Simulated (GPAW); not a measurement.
The system is FeSi2 (Linzhiite).

```
Fe Si
1.0
     2.68400    0.00000    0.00000
     0.00000    2.68400    0.00000
     0.00000    0.00000    5.12800
Fe Si
1 2
Direct
  0.00000 0.00000 0.00000
  0.50000 0.50000 0.73000
  0.50000 0.50000 0.27000
```

- Program: GPAW 26.7.0
- Task: relaxation of cell and atoms
- Functional: PBEsol
- Dispersion: D3
- Potentials or basis: PAW data sets generated in the run's folder for this functional
- Cutoff: 600 eV
- Basis: pw
- k mesh: 7 × 7 × 4
- Occupations: fermi-dirac, width 0.05 eV
- Spin: collinear spin, ferromagnetic start
- Starting moments: [3.0, 0.0, 0.0] μB

At the start: pressure -2.9 GPa; volume 12.31 Å³/atom.

Question: Where does the relaxation end?

Answer: Over 5 steps the energy falls by 4.4 meV/atom and the volume is 12.11 Å³/atom (-1.7 %); space group P4/mmm (No. 123, to 0.05 Å); moment 0.11 μB per cell.

Step by step:
```tsv
step	energy change (eV)	largest force (eV/Å)	pressure (GPa)	volume (Å³)
1	0.0000	0.4331	-2.87	36.94
2	-0.0066	0.2504	-2.50	36.83
3	-0.0122	0.1067	-1.14	36.51
4	-0.0127	0.0703	-0.79	36.46
5	-0.0131	0.0001	0.01	36.33
```

Final structure:
```
Fe Si
1.0
     2.67346    0.00000    0.00000
     0.00000    2.67346    0.00000
     0.00000    0.00000    5.08305
Fe Si
1 2
Direct
  0.00000 0.00000 0.00000
  0.50000 0.50000 0.72708
  0.50000 0.50000 0.27292
```

Caveat: each step starts from the last one's moments, so a moment once lost doesn't come back; later steps reuse the first step's grids; pairwise dispersion overbinds metals, which lowers pressure and volume.
